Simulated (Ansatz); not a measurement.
# W: equation of state with PBE+D4

The system is W.

```
W
1.0
    -1.58234    1.58234    1.58234
     1.58234   -1.58234    1.58234
     1.58234    1.58234   -1.58234
W
1
Direct
  0.00000 0.00000 0.00000
```

- Program: Ansatz 0.2.0
- Task: equation of state
- Functional: PBE
- Dispersion: D4
- Potentials or basis: Ansatz PAW
- Cutoff: 420 eV
- Density cutoff: 1680 eV
- k mesh: 12 × 12 × 12
- Occupations: fermi-dirac, width 0.05 eV
- Spin: no spin polarisation

- Equilibrium volume: 15.80 Å³/atom
- Bulk modulus: 315 GPa
- Pressure derivative of the bulk modulus: 3.8

Energy against volume, from the lowest point:
| volume (Å³/atom) | energy (meV/atom) |
| --- | --- |
| 14.897 | 55.24 |
| 15.214 | 22.32 |
| 15.531 | 4.39 |
| 15.848 | 0.00 |
| 16.165 | 7.95 |
| 16.482 | 27.07 |
| 16.798 | 56.33 |

All runs of the series together: 5.2 s on 2 threads of Arm Neoverse V1, on a shared host.

The run has no spin-orbit coupling, so splittings on W are missing.
